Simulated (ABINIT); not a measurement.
# GaAs (F-43m) in ABINIT: settings compared, part 2 of 2

ABINIT 10.8.3 (patched build). The steps go on from the part before.

### 4 Band structure, LDA-Teter

The input, run.abi:

```
# Datasets: ground state, then fixed potential
ndtset 2

# Pseudopotentials
pp_dirpath "./"
pseudos "As.LDA_PW-JTH.xml, Ga.LDA_PW-JTH.xml"

# Structure
acell 3.9977696088 3.9977696088 3.9977696088 Angstrom
rprim
     0.0000000000     0.7071067812     0.7071067812
     0.7071067812     0.0000000000     0.7071067812
     0.7071067812     0.7071067812     0.0000000000
ntypat 2
znucl 33 31
natom 2
typat 1 2
xred
     0.7500000000     0.7500000000     0.7500000000
     0.0000000000     0.0000000000     0.0000000000

# Plane-wave basis
ecut 462.593566 eV
pawecutdg 34.0

# Exchange and correlation
ixc 1

# Bands and occupations
occopt 3
tsmear 0.00183747

# SCF cycle
nstep 100

# Output
iomode 3
prtwf 0
prteig 0
prtebands 0
prtden1 1

# Dataset 1
kptopt1 1
ngkpt1 8 8 8
nshiftk1 1
shiftk1 0.0 0.0 0.0
nband1 18
tolvrs1 1.0e-9

# Dataset 2: bands along G-X-W-K-G-L-U-W-L-K
iscf2 -2
getden2 1
nband2 22
nbdbuf2 2
tolwfr2 1.0e-12
kptopt2 -9
ndivsm2 5
prteig2 1
kptbounds2
     0.0000000000     0.0000000000     0.0000000000
     0.5000000000     0.0000000000     0.5000000000
     0.5000000000     0.2500000000     0.7500000000
     0.3750000000     0.3750000000     0.7500000000
     0.0000000000     0.0000000000     0.0000000000
     0.5000000000     0.5000000000     0.5000000000
     0.6250000000     0.2500000000     0.6250000000
     0.5000000000     0.2500000000     0.7500000000
     0.5000000000     0.5000000000     0.5000000000
     0.3750000000     0.3750000000     0.7500000000
```

Potentials or basis: JTH PAW LDA v2.0.

Started as:

```
$ abinit run.abi > log 2>&1
```

It took 56 s on 1 thread of Arm Neoverse V1, shared host; peak memory 0.11 GiB.

Results (log left out):

| Quantity | Value |
| --- | --- |
| Free energy | -5264.7147 eV |
| Pressure | -1.9 GPa |
| Band gap on the k mesh | 0.28 eV, direct |
| Band gap along the path | 0.28 eV, direct |
| Valence electrons inside the program's atomic spheres | As 12.74; Ga 11.10 |

Levels at the corners of the path, in eV from the valence-band top:
| point | band 11 | band 12 | band 13 | band 14 | band 15 | band 16 | band 17 | band 18 |
| --- | --- | --- | --- | --- | --- | --- | --- | --- |
| Γ | -12.79 | 0.00 | 0.00 | 0.00 | 0.28 | 3.68 | 3.68 | 3.68 |
| X | -10.29 | -6.88 | -2.68 | -2.68 | 1.35 | 1.55 | 10.04 | 10.04 |
| W | -10.24 | -6.69 | -3.56 | -3.37 | 4.53 | 4.63 | 5.29 | 5.95 |
| K | -10.33 | -6.69 | -3.88 | -2.26 | 1.85 | 4.54 | 7.82 | 7.99 |
| Γ | -12.79 | 0.00 | 0.00 | 0.00 | 0.28 | 3.68 | 3.68 | 3.68 |
| L | -11.03 | -6.69 | -1.14 | -1.14 | 0.84 | 4.59 | 4.59 | 7.56 |
| U | -10.33 | -6.69 | -3.88 | -2.26 | 1.85 | 4.54 | 7.82 | 7.99 |
| W | -10.24 | -6.69 | -3.56 | -3.37 | 4.53 | 4.63 | 5.29 | 5.95 |
| L | -11.03 | -6.69 | -1.14 | -1.14 | 0.84 | 4.59 | 4.59 | 7.56 |
| K | -10.33 | -6.69 | -3.88 | -2.26 | 1.85 | 4.54 | 7.82 | 7.99 |

### 5 Band structure, LDA

The input, run.abi:

```
# Datasets: ground state, then fixed potential
ndtset 2

# Pseudopotentials
pp_dirpath "./"
pseudos "As.LDA_PW-JTH_sp.xml, Ga.LDA_PW-JTH.xml"

# Structure
acell 3*1.0
rprim
     0.0000000000     5.3419722954     5.3419722954
     5.3419722954     0.0000000000     5.3419722954
     5.3419722954     5.3419722954     0.0000000000
ntypat 2
znucl 33 31
natom 2
typat 1 2
xcart
     8.0129584431     8.0129584431     8.0129584431
     0.0000000000     0.0000000000     0.0000000000

# Plane-wave basis
ecut 17.0
pawecutdg 34.0

# Exchange and correlation
ixc 7

# Bands and occupations
occopt 3
tsmear 0.05 eV

# SCF cycle
nstep 100

# Output
iomode 3
prtwf 0
prteig 0
prtebands 0
enunit 1
prtden1 1

# Dataset 1
kptopt1 1
ngkpt1 8 8 8
nshiftk1 1
shiftk1 0.0 0.0 0.0
nband1 13
tolvrs1 1.0e-9

# Dataset 2: bands along G-X-W-K-G-L-U-W-L-K
iscf2 -2
getden2 1
nband2 17
nbdbuf2 2
tolwfr2 1.0e-12
kptopt2 -9
ndivsm2 6
prteig2 1
prtvol2 -3
kptbounds2
     0.0000000000     0.0000000000     0.0000000000
     0.5000000000     0.0000000000     0.5000000000
     0.5000000000     0.2500000000     0.7500000000
     0.3750000000     0.3750000000     0.7500000000
     0.0000000000     0.0000000000     0.0000000000
     0.5000000000     0.5000000000     0.5000000000
     0.6250000000     0.2500000000     0.6250000000
     0.5000000000     0.2500000000     0.7500000000
     0.5000000000     0.5000000000     0.5000000000
     0.3750000000     0.3750000000     0.7500000000
```

Potentials or basis: JTH PAW LDA v2.0 sp.

Started as:

```
$ abinit run.abi > log 2>&1
```

Wall time 38 s (1 thread of Arm Neoverse V1, shared host); peak memory 0.11 GiB.

Results (log left out):

```
Free energy                                           : -2335.7098 eV
Pressure                                              : -1.9 GPa
Band gap on the k mesh                                : 0.29 eV, direct
Band gap along the path                               : 0.29 eV, direct
Valence electrons inside the program's atomic spheres : As 2.77; Ga 11.10
```

Levels at the corners of the path, in eV from the valence-band top:
```csv
point,band 6,band 7,band 8,band 9,band 10,band 11,band 12,band 13
Γ,-12.78,0.00,0.00,0.00,0.29,3.71,3.71,3.71
X,-10.29,-6.88,-2.68,-2.68,1.35,1.55,10.10,10.10
W,-10.23,-6.70,-3.56,-3.37,4.55,4.65,5.33,6.00
K,-10.32,-6.70,-3.89,-2.26,1.86,4.56,7.87,8.05
Γ,-12.78,0.00,0.00,0.00,0.29,3.71,3.71,3.71
L,-11.03,-6.70,-1.14,-1.14,0.85,4.62,4.62,7.62
U,-10.32,-6.70,-3.89,-2.26,1.86,4.56,7.87,8.05
W,-10.23,-6.70,-3.56,-3.37,4.55,4.65,5.33,6.00
L,-11.03,-6.70,-1.14,-1.14,0.85,4.62,4.62,7.62
K,-10.32,-6.70,-3.89,-2.26,1.86,4.56,7.87,8.05
```

Caveat: this set keeps more shells in the core, which shifts pressures and gaps.

### 6 Band structure, PW91

The input, run.abi:

```
ndtset 2

pp_dirpath "./"
pseudos "As.GGA_PBE-JTH_sp.xml, Ga.GGA_PBE-JTH.xml"

acell 3.9977696088 3.9977696088 3.9977696088 Angstrom
rprim
     0.0000000000     0.7071067812     0.7071067812
     0.7071067812     0.0000000000     0.7071067812
     0.7071067812     0.7071067812     0.0000000000
ntypat 2
znucl 33 31
natom 2
typat 1 2
xcart
     4.2402750000     4.2402750000     4.2402750000
     0.0000000000     0.0000000000     0.0000000000 Angstrom

ecut 17.0
pawecutdg 34.0

ixc -109134

occopt 3
tsmear 0.05 eV

nstep 100

iomode 3
prtwf 0
prteig 0
prtebands 0
enunit 2
prtden1 1

kptopt1 1
ngkpt1 8 8 8
nshiftk1 1
shiftk1 0.0 0.0 0.0
nband1 13
tolvrs1 1.0e-9

iscf2 -2
getden2 1
nband2 17
nbdbuf2 2
tolwfr2 1.0e-12
kptopt2 -9
ndivsm2 6
prteig2 1
prtvol2 -3
kptbounds2
     0.0000000000     0.0000000000     0.0000000000
     0.5000000000     0.0000000000     0.5000000000
     0.5000000000     0.2500000000     0.7500000000
     0.3750000000     0.3750000000     0.7500000000
     0.0000000000     0.0000000000     0.0000000000
     0.5000000000     0.5000000000     0.5000000000
     0.6250000000     0.2500000000     0.6250000000
     0.5000000000     0.2500000000     0.7500000000
     0.5000000000     0.5000000000     0.5000000000
     0.3750000000     0.3750000000     0.7500000000
```

Potentials or basis: JTH PAW PBE v2.0 sp.

Started as:

```
$ abinit run.abi > log 2>&1
```

Wall time 43 s (1 thread of Arm Neoverse V1, shared host); peak memory 0.12 GiB.

Results (log left out):

```
Free energy                                           : -2330.2684 eV
Pressure                                              : 3.1 GPa
Band gap on the k mesh                                : 0.47 eV, direct
Band gap along the path                               : 0.47 eV, direct
Valence electrons inside the program's atomic spheres : As 2.77; Ga 11.08
```

Levels at the corners of the path, in eV from the valence-band top:
```csv
point,band 5,band 6,band 7,band 8,band 9,band 10,band 11,band 12,band 13,band 14
Γ,-14.78,-12.74,0.00,0.00,0.00,0.47,3.77,3.77,3.77,7.64
X,-14.76,-10.25,-6.82,-2.67,-2.67,1.47,1.66,10.21,10.21,10.97
W,-14.77,-10.19,-6.64,-3.52,-3.33,4.62,4.74,5.44,6.10,11.09
K,-14.77,-10.28,-6.64,-3.85,-2.25,1.97,4.65,7.99,8.12,8.71
Γ,-14.78,-12.74,0.00,0.00,0.00,0.47,3.77,3.77,3.77,7.64
L,-14.77,-10.98,-6.64,-1.14,-1.14,0.98,4.67,4.67,7.80,10.42
U,-14.77,-10.28,-6.64,-3.85,-2.25,1.97,4.65,7.99,8.12,8.71
W,-14.77,-10.19,-6.64,-3.52,-3.33,4.62,4.74,5.44,6.10,11.09
L,-14.77,-10.98,-6.64,-1.14,-1.14,0.98,4.67,4.67,7.80,10.42
K,-14.77,-10.28,-6.64,-3.85,-2.25,1.97,4.65,7.99,8.12,8.71
```

Caveat: the PAW data sets were made with another functional, which shifts forces and pressure a little; this set keeps more shells in the core, which shifts pressures and gaps.

### 7 The runs side by side

| level | potentials or basis | gap on the mesh (eV) | pressure (GPa) |
| --- | --- | --- | --- |
| OLYP | JTH PAW PBE v2.0 sp | 0.79 | 4.3 |
| AM05 | JTH PAW PBE v2.0 sp | 0.52 | 0.6 |
| LDA-Teter | JTH PAW LDA v2.0 | 0.28 | -1.9 |
| LDA | JTH PAW LDA v2.0 sp | 0.29 | -1.9 |
| PW91 | JTH PAW PBE v2.0 sp | 0.47 | 3.1 |

Alike in all rows: task band structure; no spin polarisation; cell as given; k mesh 8 × 8 × 8; cutoff (eV) 463; smearing fermi-dirac 0.05 eV.

Caveats: this set keeps more shells in the core, which shifts pressures and gaps (some runs); the PAW data sets were made with another functional, which shifts forces and pressure a little (some runs).

Total energies depend on the potentials used, so only differences within one code and one set of settings carry meaning.

### 8 How close it comes

Step 2. Against the measured gap of GaAs, 1.418 eV (direct; 300 K; “Evidence of valence band perturbations in GaAsN/GaAs(001): A combined variable-angle spectroscopic ellipsometry and modulated photoreflectance investigation”, 2008, arxiv:0805.2212), the calculated 0.79 eV is off by -0.63 eV. 3 values of this kind are on record (1.412 to 1.51 eV); this one was drawn at random among those near their median, those with a stated uncertainty first. Spin-orbit coupling on As, Ga is left out. The value is that of OLYP, without temperature or zero-point motion.

Step 3. Against the measured gap of GaAs, 1.418 eV (direct; 300 K; “Evidence of valence band perturbations in GaAsN/GaAs(001): A combined variable-angle spectroscopic ellipsometry and modulated photoreflectance investigation”, 2008, arxiv:0805.2212), the calculated 0.52 eV is off by -0.90 eV. 3 values of this kind are on record (1.412 to 1.51 eV); this one was drawn at random among those near their median, those with a stated uncertainty first. Spin-orbit coupling on As, Ga is left out. The value is that of AM05, without temperature or zero-point motion. Semilocal functionals fall short of measured gaps as a rule.

Step 4. A measured gap of GaAs is 1.412 eV (direct; 300 K; “Evidence of valence band perturbations in GaAsN/GaAs(001): A combined variable-angle spectroscopic ellipsometry and modulated photoreflectance investigation”, 2008, arxiv:0805.2212); the calculated 0.28 eV misses it by -1.13 eV. So large a miss can be the level of theory's own, or it may mean another phase, state or a wrong row. 3 values of this kind are on record (1.412 to 1.51 eV); this one was drawn at random among those near their median, those with a stated uncertainty first. Spin-orbit coupling on As, Ga is left out. The value is that of LDA-Teter, without temperature or zero-point motion. Semilocal functionals fall short of measured gaps as a rule.

Step 5. Measured gap of GaAs: 1.418 eV (direct; 300 K; “Evidence of valence band perturbations in GaAsN/GaAs(001): A combined variable-angle spectroscopic ellipsometry and modulated photoreflectance investigation”, 2008, arxiv:0805.2212). This calculation gives 0.29 eV (-1.12 eV). So large a miss can be the level of theory's own, or it may mean another phase, state or a wrong row. 3 values of this kind are on record (1.412 to 1.51 eV); this one was drawn at random among those near their median, those with a stated uncertainty first. Spin-orbit coupling on As, Ga is left out. The value is that of LDA, without temperature or zero-point motion. Semilocal functionals fall short of measured gaps as a rule.

Step 6. Against the measured gap of GaAs, 1.418 eV (direct; 300 K; “Evidence of valence band perturbations in GaAsN/GaAs(001): A combined variable-angle spectroscopic ellipsometry and modulated photoreflectance investigation”, 2008, arxiv:0805.2212), the calculated 0.47 eV is off by -0.95 eV. 3 values of this kind are on record (1.412 to 1.51 eV); this one was drawn at random among those near their median, those with a stated uncertainty first. Spin-orbit coupling on As, Ga is left out. The value is that of PW91, without temperature or zero-point motion. Semilocal functionals fall short of measured gaps as a rule.
